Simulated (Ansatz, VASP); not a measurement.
## Two plane-wave programs on Cs

File INCAR:

```
SYSTEM = Cs
ALGO = Normal
EDIFF = 1E-7
ENCUT = 520
GGA = PS
ISIF = 2
ISMEAR = -1
LASPH = .True.
LCHARG = .False.
LREAL = .False.
LWAVE = .False.
NBANDS = 10
NELM = 80
PREC = Accurate
SIGMA = 0.05
```

Contents of KPOINTS:

```
k-points
0
Gamma
  6 6 6
  0 0 0
```

POSCAR

```
Cs
1.0
    0.0000000000      3.9744844209      3.9744844209
    3.9744844209      0.0000000000      3.9744844209
    3.9744844209      3.9744844209      0.0000000000
Cs
1
Direct
    0.0000000000      0.0000000000      0.0000000000
```

The input input.yaml:

```yaml
crystal:
  lattice:
    - [0.0, 3.9744844209, 3.9744844209]
    - [3.9744844209, 0.0, 3.9744844209]
    - [3.9744844209, 3.9744844209, 0.0]
  atoms:
    - { symbol: Cs, position: [0.0, 0.0, 0.0] }
hamiltonian:
  xc: pbesol
  pseudopotentials: { kind: paw }
kpoints:
  mp_grid: { grid: [6, 6, 6] }
scf:
  occupations: { method: fermi_dirac, width: 0.05 }
output:
  forces: true
  stress: true
  eigenvalues: true
  write_density: true
  write_potential: true
  elf: true
  volumetric_format: npy
```

This isn't the form of Cs at room conditions, which is bcc.

Alike in both runs: task single point; functional PBEsol; k mesh 6 × 6 × 6; occupations fermi-dirac, width 0.05 eV; no spin polarisation.

|  | VASP | Ansatz |
| --- | --- | --- |
| version | VASP 6.6.1 | Ansatz 0.2.0 |
| potentials or method | VASP PAW PBE potentials, release 64 (Cs_sv) | Ansatz PAW |
| plane-wave cutoff (eV) | 520 | 420 |
| valence electrons in the cell | 9 | 9 |

```csv
,VASP,Ansatz,Ansatz less VASP
gap on the k mesh at the Fermi level (eV),none,none,-
pressure (GPa),-0.2,-0.2,+0.01
```

A gap of «none» marks a metal or a gap that the smearing closes. With one functional, cell and mesh, what is left measures potentials, basis and numerics.

Caveats: the PAW data sets were made with another functional, which shifts forces and pressure a little (VASP); the PAW data sets come from PBE, with cores solved anew for the run's functional, which leaves a small shift of forces and pressure (Ansatz). Spin-orbit coupling is left out, which matters for the levels of Cs.
